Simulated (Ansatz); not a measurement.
**KCl under changes of volume**

One of the cells (28.294 Å³/atom); the others are scaled copies at fixed shape and fractional positions:

```
K Cl
1.0
     3.83920    0.00000    0.00000
     0.00000    3.83920    0.00000
     0.00000    0.00000    3.83920
K Cl
1 1
Direct
  0.00000 0.00000 0.00000
  0.50000 0.50000 0.50000
```

Measurements of this composition are mostly on another form, of space group No. 225.

| Quantity | Value |
| --- | --- |
| Program | Ansatz 0.2.0 |
| Functional | r2SCAN |
| Potentials or basis | Ansatz PAW |
| Cutoff | 500 eV (not typed: the program's choice for these potentials) |
| k mesh | 7 × 7 × 7 |
| Occupations | fermi-dirac, width 0.05 eV |
| Spin | no spin polarisation |

| volume (Å³/atom) | energy over the lowest point (meV/atom) | pressure (GPa) | gap on the mesh (eV) |
| --- | --- | --- | --- |
| 26.596 | 0.00 | 0.2 | 5.87 |
| 27.162 | 0.19 | -0.3 | 5.76 |
| 27.728 | 1.97 | -0.7 | 5.67 |
| 28.294 | 5.13 | -1.1 | 5.57 |
| 28.860 | ? | ? | ? |
| 29.426 | 14.97 | -1.7 | 5.40 |
| 29.991 | 21.39 | -1.9 | 5.32 |

What does the run at 28.860 Å³/atom give?

Energy over the lowest point 9.51 meV/atom; pressure -1.4 GPa; gap on the mesh 5.49 eV.

Worked out: A Birch-Murnaghan fit of order 3 (a polynomial in V^(-2/3)) to the other rows has its minimum at 26.81 Å³/atom with B0 = V·E''(V) = 23 GPa and B' = 4.9. It gives 9.51 meV/atom at 28.860 Å³/atom, against the run's 9.51, and -dE/dV = -1.4 GPa, against -1.4. A straight line through the other rows of the gap, of slope -4.55 eV per unit of ln V, gives 5.49 eV, against the run's 5.49.

Energies are extrapolated to zero smearing.

Caveats: odd divisions of the mesh miss points on the zone boundary, where band edges often lie, so the gap on the mesh can be too wide; the PAW data sets come from PBE, with cores solved anew for the run's functional, which leaves a small shift of forces and pressure.

A mesh can miss the band edges.
